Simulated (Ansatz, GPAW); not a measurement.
# Ballistic transport through a Ru chain with one N atom in line, from relaxation to T(E)

Wanted: T(E) of a Ru chain with one N atom in line at a relaxed geometry in two programs, beside the unrelaxed structure.

Program: GPAW 26.7.0 and Ansatz 0.2.0. Level of theory: Ansatz plane waves; relaxation of the junction with the lead ends held, in the first sound run; inputs show where later runs differ. Results are calculated unless marked as measured.

Report form: the programs' logs are mostly left out.

## Step 1: Set-up

The cell holds 17 atoms: 16 Ru and 1 N. Cell: a = 9.000 Å, b = 9.000 Å, c = 37.169 Å, α = 90.0°, β = 90.0°, γ = 90.0°. Regions: left lead, 8 atoms (8 Ru); channel, 1 atom (1 N); right lead, 8 atoms (8 Ru). Vacuum lies along a and b. The structure is stacked along c, and the current runs across the ab planes.

## Step 2: Relaxation

Transmission follows bond lengths closely, so the atoms between the held lead ends are relaxed first, from a slightly shaken start that lets symmetry break.

Contents of input.yaml:

```yaml
crystal:
  lattice:
    - [9.0, 0.0, 0.0]
    - [0.0, 9.0, 0.0]
    - [0.0, 0.0, 37.1688]
  atoms:
    - { symbol: Ru, position: [0.5, 0.5, 0.030267321] }
    - { symbol: Ru, position: [0.5, 0.5, 0.0908019629] }
    - { symbol: Ru, position: [0.5, 0.5, 0.1513366049] }
    - { symbol: Ru, position: [0.5, 0.5, 0.2118712469] }
    - { symbol: Ru, position: [0.5, 0.5, 0.2724058888] }
    - { symbol: Ru, position: [0.5, 0.5, 0.3329405308] }
    - { symbol: Ru, position: [0.5036708748, 0.5011281043, 0.3930393463] }
    - { symbol: Ru, position: [0.4957991938, 0.4936845958, 0.4540248582] }
    - { symbol: "N", position: [0.4972981097, 0.4970928135, 0.4998208421] }
    - { symbol: Ru, position: [0.4998271799, 0.4924107239, 0.5467368976] }
    - { symbol: Ru, position: [0.493243848, 0.506198747, 0.6070014917] }
    - { symbol: Ru, position: [0.5, 0.5, 0.6670594692] }
    - { symbol: Ru, position: [0.5, 0.5, 0.7275941112] }
    - { symbol: Ru, position: [0.5, 0.5, 0.7881287531] }
    - { symbol: Ru, position: [0.5, 0.5, 0.8486633951] }
    - { symbol: Ru, position: [0.5, 0.5, 0.9091980371] }
    - { symbol: Ru, position: [0.5, 0.5, 0.969732679] }
kpoints:
  mp_grid: { grid: [1, 1, 2] }
hamiltonian:
  xc: pbe
scf:
  occupations: { method: fermi_dirac, width: 0.1 }
relax:
  f_tol: 0.03
  max_steps: 80
  constraints: [{ sites: [0, 1, 2, 3, 4, 5, 11, 12, 13, 14, 15, 16] }]
```

Launch:

```
$ ansatz run input.yaml --threads 4 --pin off --max-ram 8192MiB --backend cpu --events-out ev --progress --plain --runs-dir out
```

Run time: 53 s. Hardware: 4 threads of Intel Xeon 6975P-C (Granite Rapids), shared host; peak memory 4.3 GiB.

This run has no spin polarisation although its electron count is odd.

Relaxation path:

```tsv
step	energy less that of the first step (eV)	largest force component (eV/Å)
1	0.0000	2.9994
2	-0.1848	1.5916
3	-0.4591	0.7097
4	-0.6105	1.1604
5	-0.7195	0.5841
6	-0.7519	0.1872
7	-0.7573	0.0319
8	-0.7578	0.0033
```

The atoms that moved most (Å):

```tsv
atom	dx	dy	dz	length
Ru7	0.407	-0.153	0.044	0.437
Ru11	-0.374	0.094	-0.046	0.389
Ru8	-0.320	0.174	-0.090	0.375
Ru10	0.361	-0.055	0.060	0.370
N9	0.025	0.026	0.006	0.037
```

The relaxed structure:

```cif
data_structure
_symmetry_space_group_name_H-M 'P 1'
_symmetry_Int_Tables_number 1
_cell_length_a 9.0000
_cell_length_b 9.0000
_cell_length_c 37.1688
_cell_angle_alpha 90.000
_cell_angle_beta 90.000
_cell_angle_gamma 90.000
_cell_volume 3010.67
loop_
_atom_site_label
_atom_site_type_symbol
_atom_site_fract_x
_atom_site_fract_y
_atom_site_fract_z
_atom_site_occupancy
Ru1 Ru 0.50000 0.50000 0.03027 1
Ru2 Ru 0.50000 0.50000 0.09080 1
Ru3 Ru 0.50000 0.50000 0.15134 1
Ru4 Ru 0.50000 0.50000 0.21187 1
Ru5 Ru 0.50000 0.50000 0.27241 1
Ru6 Ru 0.50000 0.50000 0.33294 1
Ru7 Ru 0.54894 0.48413 0.39421 1
Ru8 Ru 0.46029 0.51305 0.45161 1
N9 N 0.50009 0.50003 0.49999 1
Ru10 Ru 0.53989 0.48630 0.54835 1
Ru11 Ru 0.45165 0.51661 0.60576 1
Ru12 Ru 0.50000 0.50000 0.66706 1
Ru13 Ru 0.50000 0.50000 0.72759 1
Ru14 Ru 0.50000 0.50000 0.78813 1
Ru15 Ru 0.50000 0.50000 0.84866 1
Ru16 Ru 0.50000 0.50000 0.90920 1
Ru17 Ru 0.50000 0.50000 0.96973 1
```

This step gave:

```yaml
free_energy: -94378.2911 eV
smearing_term_ts: 1.707 eV
symmetry_operations: 1
```

The relaxation lowered the energy of the cell by 0.758 eV.

## Step 3: Plane waves, PBE

Plane waves give the reference curve, free of the bias of atom-centred orbitals.

This step: Ansatz plane waves; Landauer transmission by layers, zero bias (Ansatz 0.2.0).

Contents of input.yaml:

```yaml
crystal:
  lattice:
    - [9.0, 0.0, 0.0]
    - [0.0, 9.0, 0.0]
    - [0.0, 0.0, 37.1688]
  atoms:
    - { symbol: Ru, position: [0.5, 0.5, 0.030267321] }
    - { symbol: Ru, position: [0.5, 0.5, 0.0908019629] }
    - { symbol: Ru, position: [0.5, 0.5, 0.1513366049] }
    - { symbol: Ru, position: [0.5, 0.5, 0.2118712469] }
    - { symbol: Ru, position: [0.5, 0.5, 0.2724058888] }
    - { symbol: Ru, position: [0.5, 0.5, 0.3329405308] }
    - { symbol: Ru, position: [0.5489355229, 0.4841342127, 0.3942148306] }
    - { symbol: Ru, position: [0.4602895568, 0.513047509, 0.4516096881] }
    - { symbol: "N", position: [0.5000900703, 0.5000260465, 0.4999869465] }
    - { symbol: Ru, position: [0.5398864386, 0.4862956725, 0.548349168] }
    - { symbol: Ru, position: [0.4516548589, 0.5166147734, 0.6057615659] }
    - { symbol: Ru, position: [0.5, 0.5, 0.6670594692] }
    - { symbol: Ru, position: [0.5, 0.5, 0.7275941112] }
    - { symbol: Ru, position: [0.5, 0.5, 0.7881287531] }
    - { symbol: Ru, position: [0.5, 0.5, 0.8486633951] }
    - { symbol: Ru, position: [0.5, 0.5, 0.9091980371] }
    - { symbol: Ru, position: [0.5, 0.5, 0.969732679] }
kpoints:
  mp_grid: { grid: [1, 1, 2] }
hamiltonian:
  xc: pbe
scf:
  occupations: { method: fermi_dirac, width: 0.1 }
output:
  transmission:
    leads: [[0, 1]]
    e_range: [-2, 2]
    de: 0.025
    kmesh: [1, 1]
    reduced_basis: true
  write_potential: true
  write_density: true
  volumetric_format: npy
```

The job ended after 80 s (4 threads; peak memory 4.4 GiB; 3.6 min of CPU time).

This step gave:

```yaml
free_energy: -94378.2917 eV
lead_level: 0 eV from the Fermi level
transmission_at_the_fermi_level_one_spin: 2.594
open_channels_of_the_lead_at_the_fermi_level_one_spin: 6
step_of_the_potential_along_the_lead: 0.6 meV
offset_of_the_lead: 0 Å
filling_of_the_lead_less_its_bulk_value_in_size: 15.2 meV
conductance: 2.590 G₀
```

One spin. The transmission, zone mean by energy, zero at the Fermi level:

```tsv
energy (eV)	transmission, zone mean
-2.000	2.37
-1.800	2.39
-1.600	2.36
-1.400	2.31
-1.200	2.36
-1.000	2.62
-0.850	2.75
-0.800	2.73
-0.600	2.47
-0.400	2.36
-0.200	2.51
0.000	2.59
0.050	2.60
0.200	2.42
0.300	2.84
0.400	2.69
0.600	2.39
0.800	2.17
1.000	2.00
1.200	1.88
1.400	1.86
1.600	1.94
1.800	1.94
2.000	1.79
```

One spin. Open channels, zone mean against energy, zero at the Fermi level:

```tsv
energy (eV)	open channels, zone mean
-2.000	3
-1.900	3
-1.800	3
-1.700	3
-1.600	3
-1.500	3
-1.400	3
-1.300	5
-1.200	5
-1.100	6
-1.000	6
-0.900	6
-0.800	6
-0.700	6
-0.600	6
-0.500	6
-0.400	6
-0.300	6
-0.200	6
-0.100	6
0.000	6
0.100	6
0.200	6
0.300	4
0.400	4
0.500	4
0.600	4
0.700	4
0.800	4
0.900	4
1.000	4
1.100	4
1.200	4
1.300	4
1.400	4
1.500	4
1.600	4
1.700	4
1.800	3
1.900	3
2.000	3
```

Crystal 0, spin -, k parallel (0, 0); distinct values, listed up to 1.5 1/Å. Im kz of the slowest decaying states against energy, zero at the Fermi level:

```tsv
energy (eV)	decay 1 (Å⁻¹)	decay 2 (Å⁻¹)	decay 3 (Å⁻¹)	decay 4 (Å⁻¹)
-2.0000	0.501	0.609	0.610	1.26
-1.7500	0.419	0.493	0.494	1.23
-1.5000	0.316	0.328	0.329	1.21
-1.2500	0.156	1.18	1.18	1.25
-1.0000	1.15	1.15	1.22	1.33
-0.7500	1.12	1.12	1.20	1.31
-0.5000	1.09	1.09	1.17	1.28
-0.2500	1.06	1.06	1.14	1.25
0.0000	1.03	1.03	1.11	1.23
0.2500	0.124	0.124	1.00	1.00
0.5000	0.342	0.342	0.969	0.969
0.7500	0.455	0.455	0.936	0.936
1.0000	0.535	0.535	0.902	0.902
1.2500	0.597	0.597	0.866	0.866
1.5000	0.649	0.830	0.830	0.912
1.7500	0.0455	0.692	0.692	0.793
2.0000	0.184	0.728	0.728	0.755
```

Crystal 0, spin -, k parallel (0, 0). Table of Re kz of states that move upwards by energy, zero at the Fermi level:

```tsv
energy (eV)	channel 1 (Å⁻¹)	channel 2 (Å⁻¹)	channel 3 (Å⁻¹)	channel 4 (Å⁻¹)	channel 5 (Å⁻¹)	channel 6 (Å⁻¹)
-2.000	-0.759	-0.758	0.628	-	-	-
-1.800	-0.722	-0.722	0.650	-	-	-
-1.600	-0.687	-0.686	0.672	-	-	-
-1.400	-0.653	-0.652	0.695	-	-	-
-1.200	-0.619	-0.619	0.261	0.263	0.718	-
-1.000	-0.586	-0.586	0.225	0.443	0.444	0.741
-0.800	-0.554	-0.554	0.332	0.580	0.580	0.766
-0.600	-0.522	-0.522	0.410	0.701	0.701	0.791
-0.400	-0.491	-0.491	0.475	0.817	0.817	0.818
-0.200	-0.460	-0.459	0.531	0.846	0.938	0.938
0.000	-0.428	-0.428	0.579	0.877	1.08	1.08
0.200	-0.397	-0.397	0.622	0.909	1.31	1.32
0.400	-0.366	-0.366	0.661	0.945	-	-
0.600	-0.334	-0.334	0.695	0.983	-	-
0.800	-0.302	-0.302	0.727	1.02	-	-
1.000	-0.270	-0.269	0.755	1.07	-	-
1.200	-0.237	-0.236	0.782	1.12	-	-
1.400	-0.202	-0.202	0.807	1.18	-	-
1.600	-0.167	-0.166	0.830	1.26	-	-
1.800	-0.129	-0.129	0.853	-	-	-
2.000	-0.0886	-0.0881	0.874	-	-	-
```

The electrostatic potential energy of an electron (with the applied field's), less the Fermi level, planar mean oscillates, so the rows of the table below give means over windows of 2.23 Å about each position, cut where the curve ends. Its first 14 maxima inside the range that stand out by 2 % of the span (Å: eV): 2.2: 4.62, 4.5: 4.61, 6.7: 4.60, 9.1: 4.61, 11.3: 4.58, 13.5: 4.57, 15.8: 4.34, 17.8: 4.58, 19.3: 4.58, 21.4: 4.34, 23.6: 4.58, 25.9: 4.58, 28.1: 4.61, 30.5: 4.60. Its first 14 minima: 1.2: 2.47, 3.4: 2.46, 5.6: 2.45, 7.9: 2.44, 10.1: 2.45, 12.3: 2.41, 14.7: 2.40, 16.8: 2.32, 18.6: 4.01, 20.4: 2.32, 22.4: 2.40, 24.8: 2.41, 27.1: 2.45, 29.3: 2.44.

Electrostatic potential energy of an electron (with the applied field's), less the Fermi level, planar mean against z; means over each step:

z (Å), electrostatic potential energy of an electron (with the applied field's), less the Fermi level, planar mean (eV) and a bar from the least value:
```
     1.11       3.59 ############
     3.34       3.59 ############
     5.57       3.58 ############
     7.80       3.58 ###########
    10.03       3.58 ###########
    12.26       3.54 ##########
    14.49       3.51 #########
    16.72       3.44 #######
    18.95       4.15 ##############################
    21.18       3.34 ####
    23.41       3.57 ###########
    25.64       3.57 ###########
    27.87       3.60 ############
    30.10       3.60 ############
    32.33       3.60 ############
    34.56       3.61 ############
    36.79       3.23
```

The valence density, planar mean oscillates, so the rows of the table below give means over windows of 2.23 Å about each position, cut where the curve ends. Its first 14 maxima inside the range that stand out by 2 % of the span (Å: e/Å³): 1.2: 0.173, 3.4: 0.174, 5.6: 0.175, 7.9: 0.175, 10.1: 0.175, 12.3: 0.175, 14.7: 0.174, 16.8: 0.177, 18.6: 0.0597, 20.4: 0.177, 22.4: 0.174, 24.8: 0.175, 27.1: 0.175, 29.3: 0.175. Its first 14 minima: 2.2: 0.0257, 4.5: 0.0258, 6.7: 0.0258, 9.1: 0.0262, 11.3: 0.0258, 13.5: 0.0246, 15.8: 0.0282, 17.8: 0.0287, 19.3: 0.0287, 21.4: 0.0282, 23.6: 0.0246, 25.9: 0.0258, 28.1: 0.0262, 30.5: 0.0258.

Valence density, planar mean against z; means over each step:

```tsv
z (Å)	valence density, planar mean (e/Å³)
1.11	0.0883
3.34	0.0884
5.57	0.0883
7.80	0.0883
10.03	0.0884
12.26	0.0881
14.49	0.0889
16.72	0.0884
18.95	0.0511
21.18	0.0946
23.41	0.0855
25.64	0.0873
27.87	0.0874
30.10	0.0873
32.33	0.0874
34.56	0.0875
36.79	0.113
```

T at the Fermi level is 2.59 of 6 open channels a spin.

## Step 4: Double-zeta polarised basis

The script solves lead and junction separately, takes H and S in the orbital basis, and joins semi-infinite leads through their self-energies; the dzp basis is the working standard.

This step: GPAW LCAO, PAW setups; Landauer transmission from Green's functions with principal layers (ASE), zero bias (GPAW 26.7.0).

Contents of run.py:

```python
import json
import numpy as np
from ase import Atoms
from ase.transport.calculators import TransportCalculator
from gpaw import GPAW, FermiDirac
from gpaw.lcao.tools import get_lcao_hamiltonian
from scipy.linalg import eigh

# The junction with lead layers at both ends, along the third cell vector
device = Atoms(
    ['Ru', 'Ru', 'Ru', 'Ru', 'Ru', 'Ru', 'Ru', 'Ru', 'N', 'Ru', 'Ru', 'Ru', 'Ru', 'Ru', 'Ru', 'Ru', 'Ru'],
    positions=[
        [4.50000, 4.50000, 1.12500],
        [4.50000, 4.50000, 3.37500],
        [4.50000, 4.50000, 5.62500],
        [4.50000, 4.50000, 7.87500],
        [4.50000, 4.50000, 10.12500],
        [4.50000, 4.50000, 12.37500],
        [4.94042, 4.35721, 14.65249],
        [4.14261, 4.61743, 16.78579],
        [4.50081, 4.50023, 18.58391],
        [4.85898, 4.37666, 20.38148],
        [4.06489, 4.64953, 22.51543],
        [4.50000, 4.50000, 24.79380],
        [4.50000, 4.50000, 27.04380],
        [4.50000, 4.50000, 29.29380],
        [4.50000, 4.50000, 31.54380],
        [4.50000, 4.50000, 33.79380],
        [4.50000, 4.50000, 36.04380]],
    cell=[[9.0, 0.0, 0.0], [0.0, 9.0, 0.0], [0.0, 0.0, 37.1688]],
    pbc=True)

# One principal layer of the lead: the first 5 atoms of the device
lead = Atoms(
    ['Ru', 'Ru', 'Ru', 'Ru', 'Ru'],
    positions=[
        [4.50000, 4.50000, 1.12500],
        [4.50000, 4.50000, 3.37500],
        [4.50000, 4.50000, 5.62500],
        [4.50000, 4.50000, 7.87500],
        [4.50000, 4.50000, 10.12500]],
    cell=[[9.0, 0.0, 0.0], [0.0, 9.0, 0.0], [0.0, 0.0, 11.25]],
    pbc=True)

settings = dict(mode='lcao', basis='dzp', xc='PBE', h=0.18,
                occupations=FermiDirac(0.1), maxiter=250,
                mixer=dict(beta=0.1, nmaxold=8, weight=100.0),
                convergence=dict(density=0.0001))
energies = np.arange(-2, 2 + 1e-9, 0.025)
eta = 0.0001
n1, n2 = 1, 1
# k and -k transmit alike, so half of the mesh across the current serves
mesh = [(i, j) for i in range(n1) for j in range(n2) if (i, j) <= (-i % n1, -j % n2)]
weights = np.array([1 if (i, j) == (-i % n1, -j % n2) else 2 for i, j in mesh]) / (n1 * n2)

# [... helper functions left out ...]
fermi_lead = ground_state(lead, (1, 1, 10), 'lead.txt')
fermi_device = ground_state(device, (1, 1, 2), 'device.txt')
# [... loop over the mesh left out, but for ...]
        # Shift the lead onto the potential of the device's first layer
        shift = ((H[:, 0, 0] - H0[:, 0, 0]) / S0[0, 0]).real.mean()
# [...]
kT = 8.617333e-5 * 300
bias = [0.1, 0.2, 0.5, 1.0, 1.5, 2.0]
# [... integrals and printing left out ...]
```

Launch:

```
$ OMP_NUM_THREADS=1 OPENBLAS_NUM_THREADS=1 python run.py
```

Elapsed: 5.7 min, on 1 thread; peak memory 2.2 GiB.

Numbers from this step:

```yaml
conductance: 2.558 G₀
largest_coupling_past_the_next_principal_layer: 2.00e-5 eV
largest_misfit_of_the_first_principal_layer: 0.03905 eV
shift_that_aligns_the_lead: 0.004442 eV
basis_functions_of_the_junction: 477
basis_functions_of_a_principal_layer: 145
transmission_at_the_fermi_level_one_spin: 2.557
```

One spin. Transmission, zone mean against energy, zero at the Fermi level:

energy (eV), transmission, zone mean and a bar from the least value:
```
   -2.000       2.41 ###################
   -1.900       2.43 ####################
   -1.800       2.44 ####################
   -1.700       2.43 ####################
   -1.600       2.41 ###################
   -1.500       2.38 ###################
   -1.400       2.36 ##################
   -1.300       2.33 #################
   -1.250       2.45 #####################
   -1.200       2.38 ##################
   -1.100       2.49 ######################
   -1.000       2.61 #########################
   -0.900       2.70 ############################
   -0.800       2.77 ##############################
   -0.775       2.77 ##############################
   -0.700       2.74 #############################
   -0.600       2.60 #########################
   -0.500       2.43 ####################
   -0.400       2.36 ##################
   -0.300       2.39 ###################
   -0.200       2.49 ######################
   -0.100       2.53 #######################
    0.000       2.56 ########################
    0.100       2.59 #########################
    0.125       2.59 #########################
    0.200       2.50 ######################
    0.275       2.77 ##############################
    0.300       2.75 #############################
    0.400       2.56 ########################
    0.500       2.40 ###################
    0.600       2.29 ################
    0.700       2.19 #############
    0.800       2.11 ##########
    0.900       2.03 ########
    1.000       1.96 ######
    1.100       1.88 ####
    1.200       1.83 ##
    1.300       1.80 #
    1.400       1.82 ##
    1.500       1.86 ###
    1.600       1.88 ###
    1.700       1.90 ####
    1.800       1.97 ######
    1.900       1.91 ####
    2.000       1.76
```

Not self-consistent under bias; the bias window is split evenly. Current through one cell, from the zero-bias transmission against bias:

```tsv
bias (V)	current through one cell, from the zero-bias transmission (μA)
0.100	19.8
0.200	39.6
0.500	98.5
1.000	195
1.500	290
2.000	382
```

Table of transmission of the three most open eigenchannels by energy, zero at the Fermi level:

```tsv
energy (eV)	channel 1	channel 2	channel 3
-2.000	0.995	0.948	0.468
-1.800	0.997	0.892	0.550
-1.600	0.996	0.827	0.584
-1.400	0.980	0.796	0.584
-1.200	0.905	0.823	0.647
-1.000	0.936	0.918	0.749
-0.800	0.962	0.944	0.840
-0.600	0.997	0.913	0.653
-0.400	0.957	0.859	0.498
-0.200	0.989	0.864	0.594
0.000	0.981	0.854	0.693
0.200	0.965	0.902	0.613
0.400	0.996	0.954	0.597
0.600	0.994	0.830	0.458
0.800	0.933	0.719	0.454
1.000	0.768	0.670	0.517
1.200	0.704	0.642	0.481
1.400	0.817	0.806	0.197
1.600	0.970	0.887	0.0222
1.800	0.988	0.977	3.2e-5
2.000	0.953	0.808	3.2e-4
```

At the Fermi level T is 2.56 against 2.59 in plane waves. Couplings past the next layer reach 2.0e-5 eV, small enough to drop; the matrix elements of the cell's first layer differ from the bulk lead's by up to 0.039 eV. That layer keeps its own values in the calculation, and only beyond it is the lead taken as perfect. The Fermi levels of lead and junction count from different zeros of potential, one for each periodic cell; with both set to zero, the small remaining shift is what aligns them. By hand: G = 2.558 × 77.48 μS = 198 μS, a resistance of 5.05 kΩ; at 0.1 V a linear junction would pass 19.8 μA, and the integral over the bias window gives 19.8 μA.

## Step 5: Single-zeta polarised basis

The second zeta is dropped, the polarisation orbitals stay.

Edit run.py of step 4 so:

```diff
@@ -44,3 +44,3 @@
 
-settings = dict(mode='lcao', basis='dzp', xc='PBE', h=0.18,
+settings = dict(mode='lcao', basis='szp(dzp)', xc='PBE', h=0.18,
                 occupations=FermiDirac(0.1), maxiter=250,
```

Elapsed: 3.9 min, on 1 thread; peak memory 2.1 GiB.

This step gave:

| Property | Result |
| --- | --- |
| conductance | 2.551 G₀ |
| largest coupling past the next principal layer | 2.01e-5 eV |
| largest misfit of the first principal layer | 0.04136 eV |
| shift that aligns the lead | 0.006825 eV |
| basis functions of the junction | 265 |
| basis functions of a principal layer | 80 |
| transmission at the Fermi level (one spin) | 2.549 |

The conductance, 2.55 G₀, lies 0.3 % below that of the dzp run.

## Step 6: GPAW, sz: basis = "sz(dzp)"

One function for each valence shell of the setup, as for a first survey of a large system.

Edit run.py of step 5 so:

```diff
@@ -44,3 +44,3 @@
 
-settings = dict(mode='lcao', basis='szp(dzp)', xc='PBE', h=0.18,
+settings = dict(mode='lcao', basis='sz(dzp)', xc='PBE', h=0.18,
                 occupations=FermiDirac(0.1), maxiter=250,
```

Run time: 2.9 min. Hardware: 1 thread; peak memory 2 GiB.

Numbers from this step:

```yaml
conductance: 2.526 G₀
largest_coupling_past_the_next_principal_layer: 2.00e-5 eV
largest_misfit_of_the_first_principal_layer: 0.03860 eV
shift_that_aligns_the_lead: 0.005113 eV
basis_functions_of_the_junction: 212
basis_functions_of_a_principal_layer: 65
transmission_at_the_fermi_level_one_spin: 2.530
```

The conductance, 2.53 G₀, lies 1.3 % below that of the dzp run.

## Step 7: LDA in the dzp basis: xc = "LDA"

Back in the dzp basis, the functional changes from PBE to LDA, to set the spread between functionals beside that between bases.

Edit run.py of step 6 so:

```diff
@@ -44,3 +44,3 @@
 
-settings = dict(mode='lcao', basis='sz(dzp)', xc='PBE', h=0.18,
+settings = dict(mode='lcao', basis='dzp', xc='LDA', h=0.18,
                 occupations=FermiDirac(0.1), maxiter=250,
```

It took 5.2 min on 1 thread; peak memory 2.2 GiB.

This step gave:

- conductance: 2.551 G₀
- largest coupling past the next principal layer: 2.03e-5 eV
- largest misfit of the first principal layer: 0.04287 eV
- shift that aligns the lead: 0.005130 eV
- basis functions of the junction: 477
- basis functions of a principal layer: 145
- transmission at the Fermi level (one spin): 2.550

One spin. The transmission, zone mean by energy, zero at the Fermi level:

```tsv
energy (eV)	transmission, zone mean
-2.000	2.41
-1.800	2.44
-1.600	2.41
-1.400	2.37
-1.300	2.50
-1.200	2.40
-1.000	2.62
-0.800	2.76
-0.750	2.76
-0.600	2.60
-0.400	2.35
-0.200	2.48
0.000	2.55
0.125	2.59
0.200	2.53
0.275	2.76
0.400	2.54
0.600	2.27
0.800	2.07
1.000	1.89
1.200	1.76
1.400	1.78
1.600	1.86
1.800	1.97
2.000	1.77
```

The conductance, 2.55 G₀, lies 0.3 % below that of the dzp run.

(Part 1 of 2 ends here.)

[Logs are printed without paths, hosts, clocks, repeated set-up lines and the standing remarks that a program may print on its own settings, such as how far it seeks lower states.]

[Hosts, paths, dates, database ids (printed as entryN), source tags and the programs' standing remarks are cut or masked in the printed files.]
